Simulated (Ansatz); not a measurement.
The calculation used DFT PBE+D3(BJ), scalar-relativistic, plane waves, PAW in Ansatz 0.2.0. Settings: cutoff 420 eV, Γ-centred meshes spaced at most about 0.3 Å⁻¹, and about 0.25 Å⁻¹ or finer for metals (2π included), Gaussian smearing. No spin polarisation.

All energies are static (0 K, no zero-point motion).

Two relaxed structures of HfB₄:

1.

```yaml
crystal:
  lattice:
    - [3.11992, 0.00000, 0.00000]
    - [-1.55996, 2.70193, 0.00000]
    - [0.00000, 0.00000, 10.72224]
  atoms:
    - { symbol: Hf, position: [0.33333, 0.66667, 0.75000] }
    - { symbol: Hf, position: [0.66667, 0.33333, 0.25000] }
    - { symbol: B, position: [0.66667, 0.33333, 0.60678] }
    - { symbol: B, position: [0.00000, 0.00000, 0.58563] }
    - { symbol: B, position: [0.66667, 0.33333, 0.89322] }
    - { symbol: B, position: [0.00000, 0.00000, 0.91437] }
    - { symbol: B, position: [0.33333, 0.66667, 0.10678] }
    - { symbol: B, position: [0.00000, 0.00000, 0.08563] }
    - { symbol: B, position: [0.33333, 0.66667, 0.39322] }
    - { symbol: B, position: [0.00000, 0.00000, 0.41437] }
```

2.

```yaml
crystal:
  lattice:
    - [3.08812, 0.00000, 0.00000]
    - [-1.54406, 2.67439, 0.00000]
    - [0.00000, 0.00000, 5.29999]
  atoms:
    - { symbol: Hf, position: [0.00000, 0.00000, 0.00000] }
    - { symbol: B, position: [0.33333, 0.66667, 0.68130] }
    - { symbol: B, position: [0.66667, 0.33333, 0.68130] }
    - { symbol: B, position: [0.33333, 0.66667, 0.31870] }
    - { symbol: B, position: [0.66667, 0.33333, 0.31870] }
```

Task: Which is lower in energy, and by how much?

Result: Cell 2 is lower, by 170 meV/atom. Cell 1 has space group P6_3/mmc (No. 194), 9.0 Å³/atom and no gap on its mesh; cell 2 has space group P6/mmm (No. 191), 8.8 Å³/atom and no gap. Counting B atoms around Hf (those within 1.25 times the shortest such distance or 1.15 times the sum of covalent radii, 1.27 where that leaves under three), cell 1 and cell 2 both have Hf 12. Cell 1 and cell 2 both hold B–B nets. The denser one is the lower, and pressure would at first widen the difference. Both come from invented guesses.

These runs have no spin–orbit coupling, which can matter for Hf. Cells relaxed within their symmetry can be saddle points.
